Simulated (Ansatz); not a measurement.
The system is BN, a slab with vacuum.

```
CELL_PARAMETERS angstrom
2.50399 0.00000 0.00000
-1.25200 2.16852 0.00000
0.00000 0.00000 24.99180
ATOMIC_POSITIONS crystal
B 0.66667 0.33333 0.30010
N 0.33333 0.66667 0.30010
B 0.33333 0.66667 0.43337
N 0.66667 0.33333 0.43337
B 0.66667 0.33333 0.56663
N 0.33333 0.66667 0.56663
B 0.33333 0.66667 0.69990
N 0.66667 0.33333 0.69990
```

The cell isn't the ideal one: the (0 0 1) slab of BN, cut from the database cell, not relaxed.

Base run:

| Property | Result |
| --- | --- |
| Program | Ansatz 0.2.0 |
| Functional | PBEsol |
| Potentials or basis | Ansatz PAW |
| Cutoff | 420 eV (not typed: the program's choice for these potentials) |
| k mesh | 12 × 12 × 1 |
| Occupations | fermi-dirac, width 0.05 eV |
| Spin | no spin polarisation |

Its results: band gap on the k mesh 4.25 eV, indirect (least direct gap 4.63 eV); largest force 0.051 eV/Å.

After a change of settings the same cell gave: band gap on the k mesh 4.45 eV, indirect (least direct gap 4.75 eV); largest force 0.088 eV/Å. Which change was it?
A. functional from PBEsol to LDA
B. functional from PBEsol to r2SCAN; cutoff from 420 eV (not typed: the program's choice for these potentials) to 500 eV (not typed: the program's choice for these potentials)
C. functional from PBEsol to RPBE

C.

Caveats: the PAW data sets come from PBE, with cores solved anew for the run's functional, which leaves a small shift of forces and pressure.
